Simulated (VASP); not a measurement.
H2C7, 36 atoms in the cell. The cell holds a slab with vacuum, 36 atoms: a = 5.051 Å, b = 5.051 Å, c = 18.860 Å, α = 90.00°, β = 90.00°, γ = 90.00°.  The cell isn't the ideal one: C25 moved -0.146 Å and C26 +0.417 Å along the normal, the rest relaxed.

| Item | Value |
| --- | --- |
| Program | VASP 6.6.1 |
| Task | single point |
| Functional | PBE |
| Potentials or basis | VASP PAW PBE potentials, release 64 (C, H) |
| Cutoff | 520 eV |
| k mesh | 5 × 5 × 1 |
| Occupations | gaussian, width 0.05 eV |
| Spin | no spin polarisation |
| Dipole correction | yes |
| Further INCAR settings | LREAL = Auto; ALGO = Fast; EDIFF = 1e-07; NBANDS = 84 |

Potentials or basis: VASP PAW PBE potentials, release 64 (C, H).

Run with:

```console
$ cat potpaw_PBE.64/C/POTCAR potpaw_PBE.64/H/POTCAR > POTCAR
$ mpirun -np 1 vasp_std > vasp.out
```

Hardware: 1 thread of AMD EPYC 9R45 (Zen 5), on a shared host.

Estimate the wall time of this run.

Wall time 9.2 min on 1 thread of AMD EPYC 9R45 (Zen 5), on a shared host, peak memory 0.57 GiB. Counts: scf iterations 27, k points 9.
